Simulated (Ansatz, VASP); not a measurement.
KCl (Sylvite): VASP beside Ansatz

Contents of POSCAR:

```
KCl
1.0
    0.0000000000      3.1448471320      3.1448471320
    3.1448471320      0.0000000000      3.1448471320
    3.1448471320      3.1448471320      0.0000000000
K Cl
1 1
Direct
    0.0000000000      0.0000000000      0.0000000000
    0.5000000000      0.5000000000      0.5000000000
```

File INCAR.step1:

```
SYSTEM = KCl
PREC = Accurate ; ENCUT = 520
ISMEAR = -1 ; SIGMA = 0.05
LREAL = .FALSE. ; LASPH = .TRUE.
NELM = 60 ; NBANDS = 15
GGA = PE ; ALGO = Normal
EDIFF = 1E-4 ; LWAVE = .TRUE.
LCHARG = .FALSE.
```

Contents of INCAR.step2:

```
SYSTEM = KCl
PREC = Accurate ; ENCUT = 520
EDIFF = 1E-6 ; ISMEAR = -1
SIGMA = 0.05 ; LREAL = .FALSE.
LASPH = .TRUE. ; NELM = 60
ALGO = Normal ; ISIF = 2
LWAVE = .FALSE. ; LCHARG = .TRUE.
METAGGA = R2SCAN ; LMIXTAU = .TRUE.
LELF = .TRUE. ; LVHAR = .TRUE.
NBANDS = 15 ; ISTART = 1
```

The input KPOINTS:

```
Automatic mesh
0
G
  6 6 6
  0 0 0
```

Input for Ansatz:

```yaml
crystal:
  lattice:
    - [0.0, 3.144847132, 3.144847132]
    - [3.144847132, 0.0, 3.144847132]
    - [3.144847132, 3.144847132, 0.0]
  atoms:
    - { symbol: K, position: [0.0, 0.0, 0.0] }
    - { symbol: Cl, position: [0.5, 0.5, 0.5] }
kpoints:
  mp_grid: { grid: [6, 6, 6] }
hamiltonian:
  xc: r2scan
scf:
  occupations: { method: fermi_dirac, width: 0.05 }
  n_extra_bands: 4
output:
  forces: true
  stress: true
  eigenvalues: true
```

Alike in both runs: task single point; functional r2SCAN; k mesh 6 × 6 × 6; occupations fermi-dirac, width 0.05 eV; no spin polarisation.

|  | VASP | Ansatz |
| --- | --- | --- |
| version | VASP 6.6.1 | Ansatz 0.2.0 |
| potentials or method | VASP PAW PBE potentials, release 64 (K_sv, Cl) | plane waves |
| plane-wave cutoff (eV) | 520 | 500 |
| valence electrons in the cell | 16 | 16 |

|  | VASP | Ansatz | Ansatz less VASP |
| --- | --- | --- | --- |
| gap on the k mesh at the Fermi level (eV) | 5.84 | 5.83 | -0.004 |
| pressure (GPa) | 0.0 | 0.0 | +0.03 |

Caveats: the PAW data sets were made with another functional, which shifts forces and pressure a little (VASP). r2SCAN opens gaps a little over a GGA but as a rule still falls short of measured ones.
